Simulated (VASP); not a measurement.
Here is a VASP 6.6.1 calculation.

File INCAR:

```
SYSTEM = CdO
AGGAC = 1.0
AGGAX = 1.0
ALDAC = 0.0
ALDAX = 1.0
ALGO = Normal
EDIFF = 1E-6
EDIFFG = -0.005
ENCUT = 600
GGA = B5
IBRION = 2
ISIF = 3
ISMEAR = -1
IVDW = 12
LASPH = .TRUE.
LCHARG = .FALSE.
LREAL = .FALSE.
LWAVE = .FALSE.
NELM = 100
NSW = 40
PREC = Accurate
SIGMA = 0.05
VDW_A1 = 0.4298
VDW_A2 = 4.2359
VDW_S6 = 1.0
VDW_S8 = 2.6996
```

KPOINTS

```
k-points
0
G
  10 10 10
  0 0 0
```

File POSCAR:

```
CdO
1.0
    0.0000000000      2.3495000000      2.3495000000
    2.3495000000      0.0000000000      2.3495000000
    2.3495000000      2.3495000000      0.0000000000
Cd O
1 1
Direct
    0.0000000000      0.0000000000      0.0000000000
    0.5000000000      0.5000000000      0.5000000000
```

Potentials or basis: VASP PAW PBE potentials, release 64 (Cd, O).

Launch:

```console
$ cat potpaw_PBE.64/Cd/POTCAR potpaw_PBE.64/O/POTCAR > POTCAR
$ mpirun -np 1 vasp_std > vasp.out
```

Predict the relaxed volume.

13.48 Å³/atom.

What does it give for the space group after relaxing (to 0.05 Å)?

Fm-3m (No. 225).

Estimate the relaxed cell.

a = 3.366 Å, b = 3.366 Å, c = 3.366 Å, α = 60.00°, β = 60.00°, γ = 60.00°.

Estimate the dispersion energy per atom.

-0.625 eV.

The path:
| step | energy change (eV) | largest force (eV/Å) | pressure (GPa) | volume (Å³) |
| --- | --- | --- | --- | --- |
| 1 | 0.0000 | 0.0000 | 5.56 | 25.94 |
| 2 | -0.0097 | 0.0000 | -3.23 | 27.67 |
| 3 | -0.0170 | 0.0000 | -0.02 | 26.96 |

Caveat: the PAW data sets were made with another functional, which shifts forces and pressure a little; pairwise dispersion overbinds metals, which lowers pressure and volume. Zero-point motion and thermal expansion aren't in these numbers.
